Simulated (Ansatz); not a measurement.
Runs of Ansatz 0.2.0 on Bi2Se3 (Paraguanajuatite). Symmetry: R-3m, No. 166, trigonal system. The conventional cell has a = 4.143 Å, b = 4.143 Å, c = 28.636 Å, α = 90.00°, β = 90.00°, γ = 120.00°. Bi (site symmetry 3m) has 6 Se at 2.85 to 3.07 Å as nearest neighbours. Around Se (site symmetry 3m) lie 3 Bi at 2.85 Å. Se (site symmetry -3m) has 6 Bi at 3.07 Å as nearest neighbours. 

```tsv
task	spin	cell	points for each segment of the path	target pressure (GPa)	gap on the mesh (eV)	pressure (GPa)	largest force (eV/Å)
band structure	off	as given	14	-	(a)	2.5	(b)
relaxation of cell and atoms	off	relaxed to 2 GPa	-	2	(c)	2.0	0.01
relaxation of cell and atoms	off	relaxed to 5 GPa	-	5	0.06	5.0	-
relaxation of cell and atoms	off	relaxed	-	0	0.69	0.0	-
band structure	SOC, no magnetisation	as given	14	-	0.27	2.9	0.32
```

Alike in all rows: level PBE; potentials or basis Ansatz PAW; k mesh 8 × 8 × 8; cutoff (eV) 420; smearing fermi-dirac 0.05 eV.

Task: Estimate the missing entries.

Result: (a) 0.22; (b) 0.16; (c) 0.20.

Caveats: spin-orbit coupling is left out, which as a rule narrows the gap of such compounds by several tenths of an eV (some runs); the plane-wave basis is chosen anew once the cell has moved, so the energies of steps on either side of that aren't comparable (some runs).

A k mesh can miss the band edges, and rows without SOC leave out spin-orbit coupling on Bi, Se.
